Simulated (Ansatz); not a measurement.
**Relaxation of MnO**

The calculation used Ansatz 0.2.0, DFT PBEsol, scalar-relativistic, plane waves, PAW. Settings: 420 eV cutoff, 16×16×16 k-mesh, Gaussian smearing of 0.10 eV, collinear spin.

What was changed in MnSe: Se → O on all its sites, cell and atoms relaxed.

Command:

```bash
ansatz run input.yaml --threads 1 --pin off --max-ram 2560MiB --backend cpu --events-out ev --progress --plain --runs-dir out
```

Input:

```yaml
crystal:
  lattice:
    - [0.0, 2.1768582463, 2.1768582463]
    - [2.1768582463, 0.0, 2.1768582463]
    - [2.1768582463, 2.1768582463, 0.0]
  atoms:
    - { symbol: Mn, position: [0.0, 0.0, 0.0], spin: 4.27 }
    - { symbol: O, position: [0.5, 0.5, 0.5], spin: 0.25 }
basis:
  ecutwfc: 420
kpoints:
  mp_grid: { grid: [16, 16, 16] }
hamiltonian:
  xc: pbesol
scf:
  occupations: { method: gaussian, width: 0.1 }
output:
  forces: true
  stress: true
  eigenvalues: true
  populations: true
magnetization:
  spin_polarized: true
relax:
  adjacent_minimum: "off"
  f_tol: 0.01
  max_steps: 60
  cell: { stress_tol: 0.1 }
```

F is the free energy. Steps run on the plane waves of an earlier cell, but the last one, and at times one on the way, on a freshly chosen basis, so a repeated geometry can differ a little in energy.

Steps:

| step | F − F(1) (eV) | largest force component (eV/Å) | V (Å³/atom) | P (GPa) |
| --- | --- | --- | --- | --- |
| 1 | 0.0000 | 0.000 | 10.316 | -1.18 |
| 2 | -0.0009 | 0.000 | 10.271 | -0.64 |
| 3 | -0.0015 | 0.000 | 10.217 | -0.02 |
| 4 | -0.0007 | 0.000 | 10.217 | -0.09 |

Relaxed structure:

```
CELL_PARAMETERS angstrom
0.00000 2.16993 2.16993
2.16993 0.00000 2.16993
2.16993 2.16993 0.00000
ATOMIC_POSITIONS crystal
Mn 0.00000 0.00000 0.00000
O 0.50000 0.50000 0.50000
```

Symmetry: Fm-3m, No. 225, cubic system. The conventional cell has a = 4.340 Å, b = 4.340 Å, c = 4.340 Å, α = 90.00°, β = 90.00°, γ = 90.00°. Mn (site symmetry m-3m) is surrounded by 6 O at 2.17 Å. Around O (site symmetry m-3m) lie 6 Mn at 2.17 Å.

The run converged. Time: 15 s on 1 thread of Intel(R) Xeon(R) 6975P-C (Granite Rapids), with other jobs on the host, peak memory 0.46 GiB.